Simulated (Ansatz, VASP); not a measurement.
# BN: VASP beside Ansatz

INCAR

```
ALGO = Normal
EDIFF = 1E-6
ENCUT = 520
GGA = PE
ISIF = 2
ISMEAR = -1
LASPH = True
LCHARG = False
LREAL = False
LWAVE = False
NBANDS = 11
NELM = 80
PREC = Accurate
SIGMA = 0.03
```

File KPOINTS:

```
k-points
0
Gamma
  13 13 13
```

POSCAR

```
BN
1.0
    0.0000000000      1.8436500000      1.8075000000
    1.8436500000      0.0000000000      1.8075000000
    1.8436500000      1.8436500000      0.0000000000
B N
1 1
Direct
    0.0000000000      0.0000000000      0.0000000000
    0.7500000000      0.7500000000      0.7500000000
```

Input for Ansatz:

```yaml
crystal:
  lattice:
    - [0.0, 1.84365, 1.8075]
    - [1.84365, 0.0, 1.8075]
    - [1.84365, 1.84365, 0.0]
  atoms:
    - { symbol: B, position: [0.0, 0.0, 0.0] }
    - { symbol: "N", position: [0.75, 0.75, 0.75] }
kpoints:
  mp_grid: { grid: [13, 13, 13] }
scf:
  occupations: { method: fermi_dirac, width: 0.03 }
hamiltonian:
  xc: pbe
  pseudopotentials: { kind: all_electron, lapw: { basis_error: 0.001 } }
output:
  forces: true
  stress: true
  eigenvalues: true
```

Change from the starting cell: x and y stretched by +2 %, z held.

Alike in both runs: task single point; functional PBE; k mesh 13 × 13 × 13; occupations fermi-dirac, width 0.03 eV; no spin polarisation.

|  | VASP | Ansatz |
| --- | --- | --- |
| version | VASP 6.6.1 | Ansatz 0.2.0 |
| potentials or method | VASP PAW PBE potentials, release 64 (B, N) | all-electron LAPW, scalar-relativistic |
| plane-wave cutoff (eV) | 520 | see its input |

Ansatz gave:

- gap on the k mesh at the Fermi level (eV): 4.16
- pressure (GPa): -11.1
- largest component of the traceless stress (GPa): 7.62

**Question.** Which values does VASP return?

**Answer.** gap on the k mesh at the Fermi level (eV): 4.15; pressure (GPa): -10.9; largest component of the traceless stress (GPa): 7.61.

Ansatz ran all-electron here, so the differences hold the error of VASP's frozen core and of both bases.

Caveats: an odd mesh through Γ misses points on the zone boundary, where band edges often lie.
